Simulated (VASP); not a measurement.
Set up this calculation in VASP 6.6.1, as the native input.

| Property | Result |
| --- | --- |
| Task | density of states |
| Functional | PBEsol |
| Potentials or basis | VASP PAW PBE potentials, release 64 (Bi_d) |
| Cutoff | 520 eV |
| k mesh | 9 × 9 × 9 |
| Occupations | methfessel-paxton, width 0.05 eV |
| Spin | no spin polarisation |
| Dipole correction | no |
| k mesh for the DOS | 14 × 14 × 14 |
| Occupations for the DOS | tetrahedron |
| Further INCAR settings | ALGO = Normal; EDIFF = 1e-06 |

Bi:

```
CELL_PARAMETERS angstrom
-1.99270 1.99270 1.99270
1.99270 -1.99270 1.99270
1.99270 1.99270 -1.99270
ATOMIC_POSITIONS crystal
Bi 0.00000 0.00000 0.00000
```

This isn't the form of Bi at room conditions, which is rhombohedral.

The input as run:

POSCAR

```
Bi
1.0
   -1.9927035239      1.9927035239      1.9927035239
    1.9927035239     -1.9927035239      1.9927035239
    1.9927035239      1.9927035239     -1.9927035239
Bi
1
Direct
    0.0000000000      0.0000000000      0.0000000000
```

INCAR.step1

```
SYSTEM = Bi
  PREC = Accurate
  ENCUT = 520
  EDIFF = 1E-6
  ISMEAR = 1
  SIGMA = 0.05
  LREAL = .FALSE.
  LASPH = .TRUE.
  NELM = 100
  ALGO = Normal
  ISIF = 2
  LWAVE = .FALSE.
  LCHARG = .TRUE.
  GGA = PS
  NBANDS = 14
```

KPOINTS.step1

```
Automatic mesh
0
G
  9 9 9
  0 0 0
```

INCAR.step2

```
SYSTEM = Bi
  PREC = Accurate
  ENCUT = 520
  EDIFF = 1E-6
  ISMEAR = -5
  SIGMA = 0.05
  LREAL = .FALSE.
  LASPH = .TRUE.
  NELM = 100
  ALGO = Normal
  ISIF = 2
  LWAVE = .FALSE.
  LCHARG = .FALSE.
  GGA = PS
  LORBIT = 10
  NEDOS = 2001
  ICHARG = 11
```

KPOINTS.step2

```
Automatic mesh
0
G
  14 14 14
  0 0 0
```

Potentials or basis: VASP PAW PBE potentials, release 64 (Bi_d).

Run with:

```console
$ cat potpaw_PBE.64/Bi_d/POTCAR > POTCAR
$ cp INCAR.step1 INCAR
$ cp KPOINTS.step1 KPOINTS
$ mpirun -np 1 vasp_std > vasp.out
$ cp INCAR.step2 INCAR
$ cp KPOINTS.step2 KPOINTS
$ mpirun -np 1 vasp_std > vasp.out
```

Results of the run:

- Valence electrons inside the program's atomic spheres: Bi 12.71

Caveat: spin-orbit coupling is left out, which moves the levels of the heavy elements.

Run time: 28 s on 1 thread of Intel(R) Xeon(R) Platinum 8488C (Sapphire Rapids), on a shared host, peak memory 0.17 GiB.
